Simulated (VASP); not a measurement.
# MoP (P-6m2) in VASP: notebook

The runs below take MoP through equation of state, with PBE, PBEsol.

All numbers are computed with VASP 6.6.1; they aren't measurements. Logs are shortened: lines on timing, memory, paths and dates and some standing lists are left out, and cuts for length are marked.

### 1 The crystal as given

It takes space group P-6m2 (No. 187, hexagonal). Conventional cell: a = 3.223 Å, b = 3.223 Å, c = 3.191 Å, α = 90.00°, β = 90.00°, γ = 120.00°. Mo (site symmetry -6m2) is surrounded by 6 P at 2.45 Å. Around P (site symmetry -6m2) lie 6 Mo at 2.45 Å.

### 2 Equation of state, PBE, 13.49 Å³/atom (volume scaled by 0.94)

The input, INCAR:

```
SYSTEM = MoP
  PREC = Accurate
  ENCUT = 520
  EDIFF = 1E-7
  ISMEAR = -1
  SIGMA = 0.05
  LREAL = .FALSE.
  LASPH = .TRUE.
  NELM = 100
  ALGO = Normal
  ISIF = 2
  LWAVE = .FALSE.
  LCHARG = .FALSE.
  GGA = PE
  NBANDS = 16
```

The input, KPOINTS:

```
regular mesh
0
G
  10 10 8
  0 0 0
```

The input, POSCAR:

```
MoP
1.0
    3.1572060284      0.0000000000      0.0000000000
   -1.5786030142      2.7342206256      0.0000000000
    0.0000000000      0.0000000000      3.1258592729
Mo P
1 1
Direct
    0.0000000000      0.0000000000      0.0000000000
    0.3333333333      0.6666666667      0.5000000000
```

Potentials or basis: VASP PAW PBE potentials, release 64 (Mo_sv, P).

Launch:

```sh
$ cat potpaw_PBE.64/Mo_sv/POTCAR potpaw_PBE.64/P/POTCAR > POTCAR
$ mpirun -np 1 vasp_std > vasp.out
```

OUTCAR:

```text
SYSTEM = MoP
   PREC = Accurate
   ENCUT = 520
   EDIFF = 1E-7
   ISMEAR = -1
   LREAL = .FALSE.
   LASPH = .TRUE.
   NELM = 100
   ISIF = 2
   GGA = PE

 ion  position               nearest neighbor table
   1  0.000  0.000  0.000-   2 2.40   2 2.40   2 2.40   2 2.40   2 2.40   2 2.40
   2  0.333  0.667  0.500-   1 2.40   1 2.40   1 2.40   1 2.40   1 2.40   1 2.40

  LATTYP: Found a hexagonal cell.
 ALAT       =     3.1572060284
 C/A-ratio  =     0.9900713621

  Lattice vectors:

 A1 = (   3.1572060284,   0.0000000000,   0.0000000000)
 A2 = (  -1.5786030142,   2.7342206256,   0.0000000000)
 A3 = (   0.0000000000,   0.0000000000,   3.1258592729)

Analysis of symmetry for initial positions (statically):
=====================================================================
 Subroutine PRICEL returns:
 Original cell was already a primitive cell.

 Routine SETGRP: Setting up the symmetry group for a
 hexagonal supercell.

 Subroutine GETGRP returns: Found 12 space group operations
 (whereof 12 operations were pure point group operations)
 out of a pool of 24 trial point group operations.

The static configuration has the point symmetry D_3h.

Analysis of symmetry for dynamics (positions and initial velocities):
=====================================================================
 Subroutine PRICEL returns:
 Original cell was already a primitive cell.

 Routine SETGRP: Setting up the symmetry group for a
 hexagonal supercell.

 Subroutine GETGRP returns: Found 12 space group operations
 (whereof 12 operations were pure point group operations)
 out of a pool of 24 trial point group operations.

The dynamic configuration has the point symmetry D_3h.

 Subroutine INISYM returns: Found 12 space group operations
 (whereof 12 operations are pure point group operations),
 and found     1 'primitive' translations

----------------------------------------------------------------------------------------

                                     Primitive cell

  volume of cell :      26.9840

  direct lattice vectors                    reciprocal lattice vectors
     3.157206028  0.000000000  0.000000000     0.316735744  0.182867467  0.000000000
    -1.578603014  2.734220626  0.000000000     0.000000000  0.365734934  0.000000000
     0.000000000  0.000000000  3.125859273     0.000000000  0.000000000  0.319912035

  length of vectors
     3.157206028  3.157206028  3.125859273     0.365734934  0.365734934  0.319912035

  position of ions in fractional coordinates (direct lattice)
     0.000000000  0.000000000  0.000000000
     0.333333333  0.666666667  0.500000000

  ion indices of the primitive-cell ions
   primitive index   ion index
                 1           1
                 2           2

----------------------------------------------------------------------------------------

 KPOINTS: regular mesh

Automatic generation of k-mesh.
 Grid dimensions read from file:
 generate k-points for:   10   10    8

 Generating k-lattice:

  Cartesian coordinates                     Fractional coordinates (reciprocal lattice)
     0.031673574  0.018286747  0.000000000     0.100000000  0.000000000  0.000000000
     0.000000000  0.036573493  0.000000000     0.000000000  0.100000000  0.000000000
     0.000000000  0.000000000  0.039989004     0.000000000  0.000000000  0.125000000

  Length of vectors
     0.036573493  0.036573493  0.039989004

  Shift w.r.t. Gamma in fractional coordinates (k-lattice)
     0.000000000  0.000000000  0.000000000

 Subroutine IBZKPT returns following result:
 ===========================================

 Found     70 irreducible k-points:

 Following reciprocal coordinates:
            Coordinates               Weight
  0.000000  0.000000  0.000000      1.000000
  0.100000  0.000000  0.000000      6.000000
  0.200000  0.000000  0.000000      6.000000
  0.300000 -0.000000  0.000000      6.000000
  0.400000 -0.000000  0.000000      6.000000
  0.500000  0.000000  0.000000      3.000000
[... 42 lines left out ...]
  0.100000  0.100000  0.375000     12.000000
  0.200000  0.100000  0.375000     24.000000
 [... further k-points ...]
   k-points           NKPTS =     70   k-points in BZ     NKDIM =     70   number of bands    NBANDS=     16
   number of dos      NEDOS =    301   number of ions     NIONS =      2
   total plane-waves  NPLWV =  13824
   dimension x,y,z NGX =    24 NGY =   24 NGZ =   24
   dimension x,y,z NGXF=    48 NGYF=   48 NGZF=   48
   ions per type =               1   1
   NGX,Y,Z   is equivalent  to a cutoff of  12.64, 12.64, 12.76 a.u.
   NGXF,Y,Z  is equivalent  to a cutoff of  25.27, 25.27, 25.53 a.u.
 SYSTEM =  MoP
   PREC   = accura    normal or accurate (medium, high low for compatibility)
   ISTART =      0    job   : 0-new  1-cont  2-samecut
   ICHARG =      2    charge: 1-file 2-atom 10-const
   ISPIN  =      1    spin polarized calculation?
   LNONCOLLINEAR =      F non collinear calculations
   LSORBIT =      F    spin-orbit coupling
   LASPH  =      T    aspherical Exc in radial PAW
   ENCUT  =  520.0 eV  38.22 Ry    6.18 a.u.   5.87  5.87  5.81*2*pi/ulx,y,z
   NELM   =    100;   NELMIN=  2; NELMDL= -5     # of ELM steps
   EDIFF  = 0.1E-06   stopping-criterion for ELM
   LREAL  =      F    real-space projection
   EDIFFG = 0.1E-05   stopping-criterion for IOM
   NSW    =      0    number of steps for IOM
   IBRION =     -1    ionic relax: 0-MD 1-quasi-New 2-CG
   NFREE  =      0    steps in history (QN), initial steepest desc. (CG)
   ISIF   =      2    stress and relaxation
   ISYM   =      2    0-nonsym 1-usesym 2-fastsym
   POTIM  = 0.5000    time-step for ionic-motion
   TEBEG  =    0.0;   TEEND  =   0.0 temperature during run
   PSTRESS=    0.0 pullay stress
   NELECT =      19.0000    total number of electrons
   NUPDOWN=      -1.0000    fix difference up-down
   EMIN   =  10.00;   EMAX   =-10.00  energy-range for DOS
   EFERMI =   0.00;   METHOD = LEGACY
   ISMEAR =    -1;   SIGMA  =   0.05  broadening in eV -4-tet -1-fermi 0-gaus
   EFERMI_NEDOS =   21; number of points for ismear=-14 and -15
   IALGO  =     38    algorithm
   IMIX   =      4    mixing-type and parameters
     AMIX     =   0.40;   BMIX     =  1.00
     AMIX_MAG =   1.60;   BMIX_MAG =  1.00
  volume/ion in A,a.u.               =      13.49        91.05
  Fermi-wavevector in a.u.,A,eV,Ry     =   1.456434  2.752261 28.860668  2.121199
  Thomas-Fermi vector in A             =   2.573352
   LORBIT       =      0    0 simple, 1 ext, 2 COOP (PROOUT), +10 PAW based schemes
   GGA     = PE    functional components
   LHFCALC =     F    Hartree Fock is set to
   AEXX    =    0.0000 exact exchange contribution
   IVDW    =     0    specifies the selected vdW correction
   LEPSILON=     F    determine dielectric tensor
   LRPA    =     F    only Hartree local field effects (RPA)
 non-spin polarized calculation
  energy-cutoff  :      520.00
  volume of cell :       26.98
 maximum number of plane-waves:       738
 NGX is ok and might be reduce to    24
   NGX = 11   NGY = 11   NGZ = 11

 number of electron      19.0000002 magnetization

 Free energy of the ion-electron system (eV)
  ---------------------------------------------------
  ext. energy  EPLUGINS =         0.00000000
  ---------------------------------------------------
  free energy    TOTEN  =       -17.56153683 eV

  energy without entropy =      -17.55785931  energy(sigma->0) =      -17.55969807

 E-fermi :  12.8777     XC(G=0): -12.9188

 val. band max:       12.8092877577   @ k =   0.3000  -0.0000   0.3750
 cond. band min:      12.9145992303   @ k =   0.2000   0.0000   0.0000
 fundamental gap:      0.1053114726
 Fermi energy:        12.8776775519

 k-point     1 :       0.0000    0.0000    0.0000
  band No.  band energies     occupation
      1     -48.2446      2.00000
      2     -22.4201      2.00000
      3     -22.1815      2.00000
      4     -22.1815      2.00000
      5      -1.4577      2.00000
      6       8.3243      2.00000
[... 8 lines left out ...]
     15      22.1121      0.00000
     16      22.1121      0.00000

 k-point     2 :       0.1000    0.0000    0.0000
  band No.  band energies     occupation
      1     -48.2404      2.00000
      2     -22.4145      2.00000
      3     -22.2244      2.00000
      4     -22.1911      2.00000
      5      -1.2593      2.00000
      6       8.2319      2.00000
[... 8 lines left out ...]
     15      21.8379      0.00000
     16      22.7629      0.00000

 k-point     3 :       0.2000    0.0000    0.0000
  band No.  band energies     occupation
      1     -48.2293      2.00000
      2     -22.3996      2.00000
      3     -22.3351      2.00000
      4     -22.2162      2.00000
      5      -0.6975      2.00000
      6       7.5845      2.00000
[... 8 lines left out ...]
     15      22.2869      0.00000
     16      24.2795      0.00000

 k-point     4 :       0.3000   -0.0000    0.0000
  band No.  band energies     occupation
      1     -48.2157      2.00000
      2     -22.4693      2.00000
      3     -22.3812      2.00000
      4     -22.2470      2.00000
      5       0.1217      2.00000
      6       6.6157      2.00000
[... 8 lines left out ...]
     15      23.3050      0.00000
     16      24.7377      0.00000
[... 628 lines left out ...]
 k-point    38 :       0.4000    0.1000    0.2500
  band No.  band energies     occupation
      1     -48.1875      2.00000
      2     -22.5633      2.00000
      3     -22.5290      2.00000
      4     -22.2851      2.00000
      5       1.5236      2.00000
      6       5.7576      2.00000
[... 8 lines left out ...]
     15      22.3294      0.00000
     16      24.1919      0.00000

 k-point    39 :       0.2000    0.2000    0.2500
  band No.  band energies     occupation
      1     -48.1963      2.00000
      2     -22.5471      2.00000
      3     -22.4632      2.00000
      4     -22.2817      2.00000
      5       1.0206      2.00000
      6       6.9344      2.00000
[... 8 lines left out ...]
     15      23.1338      0.00000
     16      23.9126      0.00000

 k-point    40 :       0.3000    0.2000    0.2500
  band No.  band energies     occupation
      1     -48.1875      2.00000
      2     -22.5318      2.00000
      3     -22.5152      2.00000
      4     -22.3322      2.00000
      5       1.5088      2.00000
      6       6.3087      2.00000
[... 8 lines left out ...]
     15      22.5547      0.00000
     16      23.8588      0.00000

 [... further k-points ...]

------------------------ aborting loop because EDIFF is reached ----------------------------------------

  FORCE on cell =-STRESS in cart. coord.  units (eV):
  Direction    XX          YY          ZZ          XY          YZ          ZX
  --------------------------------------------------------------------------------------
  -------------------------------------------------------------------------------------
  Total        3.0570158      3.0570158      3.6418236      0.0000000     -0.0000000      0.0000000
  in kB      181.5107551    181.5107551    216.2338021      0.0000000     -0.0000000      0.0000000
  external PRESSURE =     193.0851041 kB  Pullay stress =       0.0000000 kB

 VOLUME and BASIS-vectors are now :
 -----------------------------------------------------------------------------
  energy-cutoff  :      520.00
  volume of cell :       26.98
      direct lattice vectors                 reciprocal lattice vectors
     3.157206028  0.000000000  0.000000000     0.316735744  0.182867467  0.000000000
    -1.578603014  2.734220626  0.000000000     0.000000000  0.365734934  0.000000000
     0.000000000  0.000000000  3.125859273     0.000000000  0.000000000  0.319912035

 POSITION                                       TOTAL-FORCE (eV/Angst)
 -----------------------------------------------------------------------------------
      0.00000      0.00000      0.00000        -0.000000      0.000000      0.000000
     -0.00000      1.82281      1.56293         0.000000     -0.000000      0.000000
 -----------------------------------------------------------------------------------
    total drift:                                0.000000     -0.000000      0.000000

  FREE ENERGIE OF THE ION-ELECTRON SYSTEM (eV)
  ---------------------------------------------------
  free  energy   TOTEN  =       -17.5615368268 eV

  energy  without entropy=      -17.5578593119  energy(sigma->0) =      -17.55969807
```

Run time: 28 s. Hardware: 1 thread of AMD EPYC 7R13 (Zen 3), shared host; peak memory 0.12 GiB.

What came out:

```
Free energy            : -17.5615 eV
Pressure               : 19.3 GPa
Band gap on the k mesh : none (metal or under the smearing width)
```

(Continued in part 2 of 2.)
